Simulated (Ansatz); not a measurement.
# Indium, beta-Sn type under PBE: structure, energy and stiffness

What does PBE give for indium in the beta-Sn type structure? We relax it, solve it on a dense k-mesh, switch on spin-orbit coupling, then scale the cell to 7 volumes from 88 to 112 % of the relaxed one and try a fit of the equation of state. The k-meshes are 11×11×8 for the relaxation; 19×19×17 for the dense run; 11×11×10 for spin-orbit coupling; 19×19×17 for the volumes.

Method: DFT PBE, plane waves (420 eV) with PAW, scalar-relativistic, in Ansatz 0.2.0.

### 1 The system as given

The structure is tetragonal, space group I4_1/amd (No. 141). The conventional cell has a = 5.859 Å, b = 5.859 Å, c = 3.199 Å, α = 90.00°, β = 90.00°, γ = 90.00°. In (site symmetry -4m2) has 6 In at 3.04 to 3.20 Å as nearest neighbours.

Structure file:

```cif
data_structure
_symmetry_space_group_name_H-M 'I4_1/amd:1'
_symmetry_Int_Tables_number 141
_cell_length_a 5.8588
_cell_length_b 5.8588
_cell_length_c 3.1989
_cell_angle_alpha 90.000
_cell_angle_beta 90.000
_cell_angle_gamma 90.000
_cell_volume 109.80
loop_
_atom_site_label
_atom_site_type_symbol
_atom_site_symmetry_multiplicity
_atom_site_Wyckoff_symbol
_atom_site_fract_x
_atom_site_fract_y
_atom_site_fract_z
_atom_site_occupancy
In1 In 4 a 0.00000 0.00000 0.00000 1
```

### 2 Relaxation of the cell

The input, input.yaml:

```yaml
crystal:
  lattice:
    - [-2.9293900315, 2.9293900315, 1.5994469572]
    - [2.9293900315, -2.9293900315, 1.5994469572]
    - [2.9293900315, 2.9293900315, -1.5994469572]
  atoms:
    - { symbol: In, position: [0.0, 0.0, 0.0] }
    - { symbol: In, position: [0.75, 0.25, 0.5] }
hamiltonian:
  xc: pbe
  pseudopotentials:
    kind: paw
    azcp:
      In: "pseudopotentials/In.paw.azcp"
basis:
  ecutwfc: 420
  fft_grid_basis: typed
kpoints:
  mp_grid: { grid: [11, 11, 8], shift: [0, 0, 0] }
magnetization:
  spin_polarized: false
scf:
  occupations: { method: fermi_dirac, width: 0.1 }
relax:
  max_steps: 60
  f_tol: 0.01
  cell: {}
```

Further steps of the session: Single point on a dense mesh; With spin-orbit coupling; Equation of state: 88 %; Equation of state: 92 %; Equation of state: 96 %; Equation of state: 100 %; Equation of state: 104 %; Equation of state: 108 %; Equation of state: 112 %.

Q: Predict the outcome of this session. Wanted: space group; conventional cell; volume; shortest distance; gap on the mesh; relative to body-centred tetragonal; V₀, B₀, B₀′.

**Answer**, as computed:

| quantity | value |
| --- | --- |
| space group (spins left aside) | C2/c (No. 15) |
| conventional cell | a = 3.232 Å, b = 11.143 Å, c = 3.422 Å, β = 116.51° |
| volume | 27.577 Å³/atom |
| shortest distance | 3.232 Å |
| gap on the mesh | none (levels filled in part) |
| relative to body-centred tetragonal | +7 meV/atom |
| V₀, B₀, B₀′ | 27.572 Å³/atom, 35 GPa, 5.1 |

What this shows: The relaxation enlarged the cell by 0.5 % in volume. The cell has left its prototype: it ends as C2/c. What follows belongs to that structure, not to the type named at the start. The mesh has less symmetry than the lattice, which may have let the distortion in. Against the reference form of indium (body-centred tetragonal, computed apart with the same settings) it stands 7 meV/atom higher. No gap shows: it is a metal or semimetal at this level. Totals with and without spin-orbit coupling (-1.9 eV/atom apart) can't be read as binding, since the two-component data shift the zero of energy. The fitted modulus is 35 GPa; letting shape and positions relax at each volume could only lower it.
